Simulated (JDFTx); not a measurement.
TaS2:

```
Ta S
1.0
     3.35000    0.00000    0.00000
    -1.67500    2.90119    0.00000
     0.00000    0.00000    5.86000
Ta S
1 2
Direct
  0.00000 0.00000 0.00000
  0.66667 0.33333 0.75000
  0.33333 0.66667 0.25000
```

* Program: JDFTx 1.7.0 (patched build)
* Task: relaxation of cell and atoms
* Functional: RPBE
* Potentials or basis: PseudoDojo-SR-PBE-0.5-standard
* Cutoff: 789 eV
* Density cutoff: 6313 eV
* k mesh: 9 × 9 × 5
* Occupations: fermi-dirac, width 0.05 eV
* Spin: no spin polarisation

At the start: pressure 11.5 GPa; volume 18.98 Å³/atom.

Task: How do energy, volume and symmetry change on relaxing?

Result: Over 32 steps the energy falls by 85.7 meV/atom and the volume is 23.17 Å³/atom (+22.0 %); space group P-3m1 (No. 164, to 0.05 Å).

The path:
| step | energy change (eV) | largest force (eV/Å) | pressure (GPa) | volume (Å³) |
| --- | --- | --- | --- | --- |
| 1 | 0.0000 | 1.2599 | 11.47 | 56.95 |
| 2 | -0.0598 | 0.8758 | 8.91 | 57.44 |
| 3 | -0.1349 | 0.1133 | 3.78 | 58.70 |
| 4 | -0.1481 | 0.1067 | 2.12 | 59.35 |
| 5 | -0.1554 | 0.2240 | 1.11 | 59.90 |
| 6 | -0.1635 | 0.3648 | -0.20 | 60.79 |
| 7 | -0.1676 | 0.6394 | -2.91 | 63.17 |
| 8 | -0.1676 | 0.6400 | -2.91 | 63.17 |
| 9 | -0.1777 | 0.5164 | -2.21 | 63.02 |
| 10 | -0.1969 | 0.1461 | -0.04 | 62.67 |
| 11 | -0.2016 | 0.0830 | 0.37 | 62.73 |
| 12 | -0.2107 | 0.0792 | 0.47 | 63.12 |
| 13 | -0.2168 | 0.2771 | -0.96 | 64.30 |
| 14 | -0.2270 | 0.5730 | -2.71 | 67.61 |
| 15 | -0.2270 | 0.5725 | -2.71 | 67.61 |
| 16 | -0.2355 | 0.4543 | -2.09 | 67.45 |
| 17 | -0.2485 | 0.1093 | -0.26 | 67.03 |
| 18 | -0.2494 | 0.0478 | 0.08 | 67.01 |
| 19 | -0.2501 | 0.0253 | 0.20 | 67.08 |
| 20 | -0.2518 | 0.0198 | 0.22 | 67.38 |
| 21 | -0.2524 | 0.0840 | -0.21 | 67.74 |
| 22 | -0.2544 | 0.1125 | -0.54 | 68.61 |
| 23 | -0.2554 | 0.0847 | -0.51 | 69.04 |
| 24 | -0.2560 | 0.0457 | -0.41 | 69.36 |
| 25 | -0.2563 | 0.0072 | -0.32 | 69.76 |
| 26 | -0.2559 | 0.0721 | 0.05 | 69.62 |
| 27 | -0.2560 | 0.0581 | -0.01 | 69.62 |
| 28 | -0.2566 | 0.0179 | -0.11 | 69.57 |
| 29 | -0.2568 | 0.0110 | -0.05 | 69.49 |
| 30 | -0.2570 | 0.0065 | 0.06 | 69.39 |
| 31 | -0.2570 | 0.0197 | -0.07 | 69.46 |
| 32 | -0.2570 | 0.0151 | -0.08 | 69.50 |

Final structure:
```yaml
crystal:
  lattice:
    - [3.40734, 0.00000, 0.00000]
    - [-1.70366, 2.95084, 0.00000]
    - [0.00000, 0.00000, 6.91195]
  atoms:
    - { symbol: Ta, position: [0.00000, 0.00000, 0.00000] }
    - { symbol: S, position: [0.66667, 0.33333, 0.77869] }
    - { symbol: S, position: [0.33333, 0.66667, 0.22131] }
```

Caveat: the volume moved by over 15 % at a fixed basis, so the end points are rough; the plane waves are those of the starting cell, so after so large a change of volume the result is rough; the potentials were made for another functional, which shifts forces and pressure; this functional lacks dispersion, which binds the layers, so the pressure and a relaxed spacing across them are unreliable, and here the layers came unbound; the volume moved by +22 % from the deposited cell, more than functionals usually miss.
